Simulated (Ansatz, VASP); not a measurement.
## HfO2: VASP beside Ansatz

```
Hf O
1.0
     0.00000    2.54895    2.54895
     2.54895    0.00000    2.54895
     2.54895    2.54895    0.00000
Hf O
1 2
Cartesian
  0.0000 0.0000 0.0000
  1.2745 1.2745 1.2745
  3.8234 3.8234 3.8234
```

Change from the starting cell: volume scaled by 0.99, PAW files.

Alike in both runs: task electric field gradients; functional PBE; k mesh 9 × 9 × 9; occupations fermi-dirac, width 0.01 eV; no spin polarisation.

|  | VASP | Ansatz |
| --- | --- | --- |
| version | VASP 6.6.1 | Ansatz 0.2.0 |
| potentials or method | VASP PAW PBE potentials, release 64 (Hf_pv, O) | PAW with Ansatz's default frozen-core files, scalar-relativistic |
| plane-wave cutoff (eV) | 520 | 420 |
| valence electrons in the cell | 22 | 38 |

|  | VASP | Ansatz | Ansatz less VASP |
| --- | --- | --- | --- |
| gap on the k mesh at the Fermi level (eV) | 3.86 | 3.85 | -0.010 |
| pressure (GPa) | -3.7 | 0.0 | +3.63 |
| Vzz of the field gradient on the site that differs most (V/Å²) | 0.0 | 0.0 | 0.00 |

The two sets of potentials don't hold the same shells in valence. Ansatz warned: «gradients_without_spin_orbit».

Caveats: spin-orbit coupling is left out, which moves the levels of the heavy elements; an odd mesh through Γ misses points on the zone boundary, where band edges often lie.
